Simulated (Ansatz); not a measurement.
WS2, a slab with vacuum:

```
CELL_PARAMETERS angstrom
3.18352 0.00000 0.00000
-1.59176 2.75701 0.00000
0.00000 0.00000 16.95058
ATOMIC_POSITIONS crystal
W 0.00000 0.00000 0.00000
S 0.33333 0.66667 0.09200
S 0.33333 0.66667 0.90800
```

Program: Ansatz 0.2.0. Alike in all runs: task band structure; potentials or basis Ansatz PAW; no spin polarisation; cell as given.

Order these runs on this cell by their band gap on the k mesh, lowest first.
A. level PBE0; k mesh 6 × 6 × 1; cutoff (eV) 420; smearing fermi-dirac 0.05 eV; points for each segment of the path 4
B. level r2SCAN; k mesh 10 × 10 × 2; cutoff (eV) 500; smearing fermi-dirac 0.05 eV; points for each segment of the path 14
C. level HSE06; k mesh 6 × 6 × 2; cutoff (eV) 420; smearing fixed; level hse06; run kind scf

B (2.09 eV), C (2.28 eV), A (2.94 eV).

Caveats: spin-orbit coupling is left out, which moves the levels of the heavy elements; the k mesh misses the band edges, so the gap on the mesh is wider than the one along the path (some runs).

Not every run made on this cell is shown here.
